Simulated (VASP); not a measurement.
# IrO2: cell size against the level of theory

Aim: relax IrO2 at several levels and hold each cell against experiment. The levels: PBE, LDA and PBE + D3(BJ). The start is a cell from a database of measured crystal structures.

Main program and level: VASP 6.6.1; PBE, no spin polarisation; plane waves and PAW (Ir, O), in the first sound run; inputs show where later runs differ.

### 1. Set-up

Before any relaxation, the start is as follows. It takes space group P4_2/mnm (No. 136, tetragonal). Conventional cell: a = 4.505 Å, b = 4.505 Å, c = 3.159 Å, α = 90.00°, β = 90.00°, γ = 90.00°. Ir has 6 O at 1.96 to 2.00 Å nearest. Nearest to O lie 3 Ir at 1.96 to 2.00 Å. Farther neighbours and most contacts between anions are not listed.

### 2. Relaxation with PBE

Properties are meant for the cell that this level of theory prefers, so cell and atoms are relaxed first (ISIF = 3) until forces and stress are small; EDIFFG sets the threshold. PBE, the usual starting point, adds the gradient of the density.

INCAR reads:

```
SYSTEM = IrO2
PREC = Accurate
ENCUT = 560
EDIFF = 1E-06
NELM = 100
ISMEAR = -1
SIGMA = 0.05
LREAL = .FALSE.
ALGO = Normal
GGA = PE
NBANDS = 27
LASPH = .TRUE.
LORBIT = 11
LWAVE = .FALSE.
LCHARG = .FALSE.
KPAR = 2
IBRION = 2
NSW = 60
ISIF = 3
EDIFFG = -0.01
```

POSCAR reads:

```
IrO2
1.0
    4.5051000000      0.0000000000      0.0000000000
    0.0000000000      4.5051000000      0.0000000000
    0.0000000000      0.0000000000      3.1586000000
Ir O
2 4
Direct
    0.0000000000      0.0000000000      0.0000000000
    0.5000000000      0.5000000000      0.5000000000
    0.3077000000      0.3077000000      0.0000000000
    0.1923000000      0.8077000000      0.5000000000
    0.6923000000      0.6923000000      0.0000000000
    0.8077000000      0.1923000000      0.5000000000
```

KPOINTS reads:

```
Automatic mesh
0
Gamma
5 5 7
0 0 0
```

The projector-augmented-wave data sets are Ir and O (PBE family, release 64).

On the command line:

```sh
> mpirun -np 2 vasp_std
```

The log of the run:

```text
[banner, memory and clock lines left out]
running    2 mpi-ranks, on    1 nodes
 distrk:  each k-point on    1 cores,    2 groups
 distr:  one band on    1 cores,    1 groups

 POSCAR found type information on POSCAR IrO
 POSCAR found :  2 types and       6 ions
 LDA part: xc-table for (Slater+PW92), standard interpolation
 POSCAR, INCAR and KPOINTS ok, starting setup
 FFT: planning ... GRIDC
 FFT: planning ... GRID_SOFT
 FFT: planning ... GRID
 WAVECAR not read
 entering main loop
       N       E                     dE             d eps       ncg     rms          rms(c)
DAV:   1     0.487520974796E+03    0.48752E+03   -0.22313E+04  1296   0.164E+03
DAV:   2     0.603759633763E+01   -0.48148E+03   -0.46429E+03  1331   0.460E+02
DAV:   3    -0.481756270298E+02   -0.54213E+02   -0.52147E+02  1770   0.156E+02
DAV:   4    -0.501264428079E+02   -0.19508E+01   -0.19379E+01  1529   0.286E+01
DAV:   5    -0.501744718143E+02   -0.48029E-01   -0.47992E-01  1701   0.471E+00    0.480E+01
DAV:   6    -0.429794821625E+02    0.71950E+01   -0.37539E+01  1935   0.588E+01    0.215E+01
DAV:   7    -0.423418731618E+02    0.63761E+00   -0.49210E+00  1952   0.284E+01    0.150E+01
DAV:   8    -0.422355835308E+02    0.10629E+00   -0.55969E-01  1986   0.885E+00    0.656E-01
DAV:   9    -0.422318580975E+02    0.37254E-02   -0.34307E-02  1383   0.141E+00    0.381E-01
DAV:  10    -0.422301045657E+02    0.17535E-02   -0.90917E-03  1609   0.106E+00    0.333E-01
DAV:  11    -0.422299913609E+02    0.11320E-03   -0.78856E-04  1769   0.236E-01    0.788E-02
DAV:  12    -0.422299883154E+02    0.30455E-05   -0.11545E-04  1460   0.909E-02    0.942E-03
DAV:  13    -0.422299882886E+02    0.26764E-07   -0.76686E-06  1877   0.340E-02
   1 F= -.42229988E+02 E0= -.42213115E+02  d E =-.422300E+02
 curvature:   0.00 expect dE= 0.000E+00 dE for cont linesearch  0.000E+00
 trial: gam= 0.00000 g(F)=  0.140E-02 g(S)=  0.221E+00 ort = 0.000E+00 (trialstep = 0.100E+01)
 search vector abs. value=  0.223E+00
 bond charge predicted
       N       E                     dE             d eps       ncg     rms          rms(c)
DAV:   1    -0.431688403238E+02   -0.93885E+00   -0.34680E+01  1436   0.543E+01    0.808E+00
DAV:   2    -0.422915732871E+02    0.87727E+00   -0.20124E+00  1323   0.997E+00    0.550E+00
DAV:   3    -0.421519872914E+02    0.13959E+00   -0.48767E-01  1719   0.687E+00    0.270E+00
DAV:   4    -0.421493722557E+02    0.26150E-02   -0.25086E-02  1852   0.138E+00    0.106E+00
DAV:   5    -0.421480744858E+02    0.12978E-02   -0.45355E-03  1962   0.893E-01    0.187E-01
DAV:   6    -0.421480372787E+02    0.37207E-04   -0.63653E-04  1710   0.219E-01    0.259E-02
DAV:   7    -0.421480514087E+02   -0.14130E-04   -0.89820E-05  1472   0.691E-02    0.325E-02
DAV:   8    -0.421480467480E+02    0.46608E-05   -0.18599E-05  1401   0.275E-02    0.438E-03
DAV:   9    -0.421480462711E+02    0.47684E-06   -0.60972E-07   768   0.736E-03
   2 F= -.42148046E+02 E0= -.42129826E+02  d E =0.819420E-01
[...]
3 F= -.42268499E+02 E0= -.42251135E+02  d E =-.385110E-01
[...]
4 F= -.42268507E+02 E0= -.42251152E+02  d E =-.385188E-01
[...]
5 F= -.42268832E+02 E0= -.42251381E+02  d E =-.324561E-03
[...]
6 F= -.42269252E+02 E0= -.42251841E+02  d E =-.745030E-03
 curvature:  -0.25 expect dE=-0.107E-04 dE for cont linesearch -0.177E-07
 ZBRENT: interpolating
 opt :   0.4861  next Energy=   -42.269252 (dE=-0.745E-03)
 bond charge predicted
       N       E                     dE             d eps       ncg     rms          rms(c)
DAV:   1    -0.422692517639E+02    0.81305E-07   -0.69945E-05  1302   0.608E-02    0.423E-03
DAV:   2    -0.422692518413E+02   -0.77413E-07   -0.20607E-06  1171   0.118E-02
   7 F= -.42269252E+02 E0= -.42251842E+02  d E =-.744803E-03
 curvature:  -0.25 expect dE=-0.109E-04 dE for cont linesearch -0.159E-06
 trial: gam= 0.00371 g(F)=  0.147E-04 g(S)=  0.292E-04 ort = 0.441E-04 (trialstep = 0.793E+00)
 search vector abs. value=  0.443E-04
 reached required accuracy - stopping structural energy minimisation
```

Run time: 32 s. Hardware: 2 MPI ranks of Intel Xeon 6975P-C (Granite Rapids), shared host; peak memory 0.39 GiB; 62 s of CPU time.

The logs omit lines about the potential files and the build; timing stands in the text.

From OUTCAR (step 2):

```text
ion  position               nearest neighbor table
   1  0.000  0.000  0.000-   3 1.96   5 1.96   4 2.00   6 2.00   4 2.00   6 2.00
   2  0.500  0.500  0.500-   4 1.96   6 1.96   5 2.00   3 2.00   3 2.00   5 2.00
   3  0.308  0.308  0.000-   1 1.96   2 2.00   2 2.00
   4  0.192  0.808  0.500-   2 1.96   1 2.00   1 2.00
   5  0.692  0.692  0.000-   1 1.96   2 2.00   2 2.00
   6  0.808  0.192  0.500-   2 1.96   1 2.00   1 2.00

  LATTYP: Found a simple tetragonal cell.
 ALAT       =     4.5051000000
 C/A-ratio  =     0.7011165124

 Subroutine GETGRP returns: Found 16 space group operations
 (whereof  8 operations were pure point group operations)

The static configuration has the point symmetry D_2h.
 The point group associated with its full space group is D_4h.

 Found     24 irreducible k-points:

   k-points           NKPTS =     24   k-points in BZ     NKDIM =     24   number of bands    NBANDS=     27

   dimension x,y,z NGX =    36 NGY =   36 NGZ =   24
   dimension x,y,z NGXF=    72 NGYF=   72 NGZF=   48

   ENCUT  =  560.0 eV  41.16 Ry    6.42 a.u.   8.69  8.69  6.09*2*pi/ulx,y,z

   NELECT =      42.0000    total number of electrons

 k-points in reciprocal lattice and weights: Automatic mesh
   0.00000000  0.00000000  0.00000000       0.006
   0.20000000  0.00000000  0.00000000       0.023
   0.40000000  0.00000000  0.00000000       0.023
   0.20000000  0.20000000  0.00000000       0.023
   0.40000000  0.20000000  0.00000000       0.046
   0.40000000  0.40000000  0.00000000       0.023
   0.00000000  0.00000000  0.14285714       0.011
   0.20000000  0.00000000  0.14285714       0.046
   0.40000000  0.00000000  0.14285714       0.046
[...]
0.40000000  0.20000000  0.42857143       0.091
   0.40000000  0.40000000  0.42857143       0.046

 average (electrostatic) potential at core
       1 -53.8349       2 -53.8349       3 -70.8686       4 -70.8686       5 -70.8686
       6 -70.8686

 E-fermi :   5.8178

 k-point     1 :       0.0000    0.0000    0.0000
  band No.  band energies     occupation
    ...
     17       3.4505      2.00000
     18       3.4505      2.00000
     19       3.5005      2.00000
     20       3.6246      2.00000
     21       3.6544      2.00000
     22       6.4330      0.00001
     23       6.9767      0.00000
     24       9.8126      0.00000
     25       9.8126      0.00000
     26       9.8681      0.00000
    ...

 k-point     2 :       0.2000    0.0000    0.0000
  band No.  band energies     occupation
    ...
     17       3.6574      2.00000
     18       3.7809      2.00000
     19       4.0157      2.00000
     20       4.0426      2.00000
     21       4.1663      2.00000
     22       6.6635      0.00000
     23       7.1083      0.00000
     24       9.6055      0.00000
     25       9.6546      0.00000
     26      10.5489      0.00000
    ...

 k-point     3 :       0.4000    0.0000    0.0000
  band No.  band energies     occupation
    ...
     17       4.0705      2.00000
     18       4.2310      2.00000
     19       4.3659      2.00000
     20       4.5301      2.00000
     21       5.0606      2.00000
     22       5.9442      0.14779
     23       8.5140      0.00000
     24       9.2885      0.00000
     25       9.3433      0.00000
     26       9.9234      0.00000
    ...

  Total       -0.0084925     -0.0084925      0.0590496     -0.0000000      0.0000000      0.0000000
  in kB       -0.2068685     -0.2068685      1.4383942     -0.0000000      0.0000000      0.0000000
  external PRESSURE =       0.3415524 kB  Pullay stress =       0.0000000 kB

  energy-cutoff  :      560.00
  volume of cell :       65.77
      direct lattice vectors                 reciprocal lattice vectors
     4.543035600 -0.000000000  0.000000000     0.220117139  0.000000000  0.000000000
    -0.000000000  4.543035600  0.000000000     0.000000000  0.220117139  0.000000000
     0.000000000  0.000000000  3.186820206     0.000000000  0.000000000  0.313792412

 POSITION                                       TOTAL-FORCE (eV/Angst)
 -----------------------------------------------------------------------------------
      0.00000      0.00000      0.00000        -0.000000      0.000000      0.000000
      2.27152      2.27152      1.59341        -0.000000      0.000000      0.000000
      1.40070      1.40070      0.00000         0.006180      0.006180     -0.000000
      0.87082      3.67222      1.59341        -0.006180      0.006180     -0.000000
      3.14234      3.14234      0.00000        -0.006180     -0.006180      0.000000
      3.67222      0.87082      1.59341         0.006180     -0.006180      0.000000
 -----------------------------------------------------------------------------------
    total drift:                                0.000000      0.000000      0.000000

  FREE ENERGIE OF THE ION-ELECTRON SYSTEM (eV)
  ---------------------------------------------------
  free  energy   TOTEN  =       -42.2692518413 eV

  energy  without entropy=      -42.2344324921  energy(sigma->0) =      -42.25184217

 reached required accuracy - stopping structural energy minimisation

 total charge
# of ion       s       p       d       tot
------------------------------------------
    1        0.608   0.791   6.839   8.238
    2        0.608   0.791   6.839   8.238
    3        1.552   3.439   0.000   4.991
    4        1.552   3.439   0.000   4.991
    5        1.552   3.439   0.000   4.991
    6        1.552   3.439   0.000   4.991
--------------------------------------------------
tot          7.422  15.339  13.679  36.441

[... 3 further parts left out ...]
```

This run has no spin polarisation, although Ir can carry a moment. The k-mesh is coarse for a metal. The run keeps the 16 symmetry operations of its start, so it cannot find a distortion of lower symmetry.

Relaxation path:

| step | energy less that of the first step (eV) | largest force (eV/Å) | pressure (GPa) | volume (Å³) |
| --- | --- | --- | --- | --- |
| 1 | 0.0000 | 0.0853 | 7.52 | 64.11 |
| 2 | 0.0819 | 0.1304 | -11.58 | 68.87 |
| 3 | -0.0385 | 0.1045 | -0.10 | 65.78 |
| 4 | -0.0385 | 0.1042 | 0.04 | 65.74 |
| 5 | -0.0388 | 0.0662 | 0.05 | 65.80 |
| 6 | -0.0393 | 0.0066 | 0.03 | 65.77 |
| 7 | -0.0393 | 0.0087 | 0.03 | 65.77 |

```
conventional cell, symmetrised  before  after  change
                         a (Å)   4.505  4.543  +0.8 %
                         b (Å)   4.505  4.543  +0.8 %
                         c (Å)   3.159  3.187  +0.9 %
              volume (Å³/atom)   10.68  10.96  +2.6 %
```

Final coordinates:

```xyz
6
Lattice="4.5430 0.0000 0.0000 0.0000 4.5430 0.0000 0.0000 0.0000 3.1868" Properties=species:S:1:pos:R:3 pbc="T T T"
Ir    0.0000    0.0000    0.0000
Ir    2.2715    2.2715    1.5934
O     1.4007    1.4007    0.0000
O     0.8708    3.6722    1.5934
O     3.1423    3.1423    0.0000
O     3.6722    0.8708    1.5934
```

This step gave:

- electrons: 42
- bands: 27
- irreducible k-points: 24
- symmetry operations: 16
- free energy (TOTEN): -42.27 eV
- energy at zero smearing: -42.25 eV
- Fermi energy: 5.818 eV
- pressure: 0.03416 GPa
- metallic: yes
- SCF cycles over all ionic steps: 47

It ends with a largest force of 0.009 eV/Å and a pressure of 0.03 GPa. The volume lies +2.6 % from that of the database's start. The conventional cell has a = 4.543 and c = 3.187 Å.

(Part 1 of 2 ends here.)

[Lines on the potential files, build, host, timing and source positions are cut from VASP's logs without a mark.]

[Logs are printed without paths, hosts, clocks, repeated set-up lines and the standing remarks that a program may print on its own settings, such as how far it seeks lower states.]

[Hosts, paths, dates, database ids (printed as entryN), source tags and the programs' standing remarks are cut or masked in the printed files.]

[A measured line is paired with the nearest computed mode of its activity, which favours agreement.]

[In band tables of VASP the shares of atoms and orbitals are scaled to a sum of 1 inside the atoms' spheres.]
